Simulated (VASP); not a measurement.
Set up this calculation in VASP 6.6.1, as the native input.

```yaml
Task: single point
Functional: revPBE
Potentials_or_basis: VASP PAW PBE potentials, release 64 (B)
Cutoff: 520 eV
k_mesh: 27 × 27 × 27
Occupations: fermi-dirac, width 0.1 eV
Spin: no spin polarisation
Dipole_correction: no
Further_INCAR_settings: ALGO = Normal; EDIFF = 1e-06; NBANDS = 8
```

The structure of B lies in POSCAR:

```
B
1.0
    1.8918842930      0.0000000000      0.0000000000
    0.0000000000      1.8918842930      0.0000000000
    0.0000000000      0.0000000000      1.8918842930
B
1
Direct
    0.0000000000      0.0000000000      0.0000000000
```

This isn't the form of B at room conditions, which is rhombohedral.

The input as run:

INCAR

```
ALGO = Normal
EDIFF = 1E-6
ENCUT = 520
GGA = RE
ISIF = 2
ISMEAR = -1
LASPH = True
LCHARG = True
LELF = True
LREAL = False
LVHAR = True
LWAVE = False
NBANDS = 8
NELM = 60
PREC = Accurate
SIGMA = 0.1
```

KPOINTS

```
k-points
0
Gamma
  27 27 27
```

Potentials or basis: VASP PAW PBE potentials, release 64 (B).

Launch:

```console
$ cat potpaw_PBE.64/B/POTCAR > POTCAR
$ mpirun -np 1 vasp_std > vasp.out
```

It gave:

The pressure is 0.4 GPa. The band gap on the k mesh is none (metal or under the smearing width).

Caveat: the PAW data sets were made with another functional, which shifts forces and pressure a little.

Run time: 14 s on 1 thread of Intel(R) Xeon(R) Platinum 8375C CPU @ 2.90GHz (Ice Lake), on a shared host, peak memory 0.12 GiB.
